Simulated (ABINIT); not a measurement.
Crystal: Zn.

```xyz
1
Lattice="0.0000 1.9648 1.9648 1.9648 0.0000 1.9648 1.9648 1.9648 0.0000" Properties=species:S:1:pos:R:3 pbc="T T T"
Zn    0.0000    0.0000    0.0000
```

This isn't the form of Zn at room conditions, which is hcp.

Program: ABINIT 10.8.3 (patched build). Alike in all runs: task band structure; potentials or basis JTH PAW PBE v2.0; no spin polarisation; cell as given; k mesh 12 × 12 × 12; cutoff (eV) 707; smearing fermi-dirac 0.05 eV.

Problem. Order these runs on this cell by their pressure, lowest first.
A. level AM05
B. level LDA
C. level BLYP

Solution. B (-8.7 GPa), A (-5.5 GPa), C (6.1 GPa).

Caveats: the PAW data sets were made with another functional, which shifts forces and pressure a little.
